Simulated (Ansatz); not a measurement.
Al (beta tin type), DFT, PBE, all-electron LAPW, scalar-relativistic (Ansatz 0.2.0), on 1 thread of Intel(R) Xeon(R) Platinum 8488C (Sapphire Rapids) (shared host).

Command: `ansatz run input.yaml --threads 1 --pin off --max-ram 2048MiB --backend cpu --events-out ev --progress --plain --runs-dir out`

```yaml
crystal:
  lattice:
    - [-2.6455853965, 2.6455853965, 1.3713062696]
    - [2.6455853965, -2.6455853965, 1.3713062696]
    - [2.6455853965, 2.6455853965, -1.3713062696]
  atoms:
    - { symbol: Al, position: [-0.375, -0.125, -0.25] }
    - { symbol: Al, position: [0.375, 0.125, 0.25] }
kpoints:
  mp_grid: { grid: [16, 16, 16] }
  band_path:
    path:
      - [0.0, 0.0, 0.0]
      - [0.0, 0.0, 0.5]
      - [-0.5, 0.5, 0.5]
      - [0.0, 0.0, 0.0]
      - [0.3171684556, 0.3171684556, -0.3171684556]
      - [-0.3171684556, 0.6828315444, 0.3171684556]
      - [-0.5, 0.5, 0.5]
      - [0.0, 0.0, 0.5]
      - [0.25, 0.25, 0.25]
    npoints: 14
scf:
  occupations: { method: fermi_dirac, width: 0.05 }
hamiltonian:
  xc: pbe
  pseudopotentials: { kind: all_electron, lapw: { basis_error: 0.001 } }
output:
  forces: true
  stress: true
  eigenvalues: true
  populations: true
  dos: { projected: true, de: 0.2, e_range: [-14, 8] }
```

(1) How large is the problem that the program sets up?

(2) About how long does it take?

## Answers

(1) 349 irreducible k-points, 151 plane waves at Γ, 15 bands.

(2) 17 s of wall time for 5 SCF iterations. Times on shared machines scatter by tens of per cent.
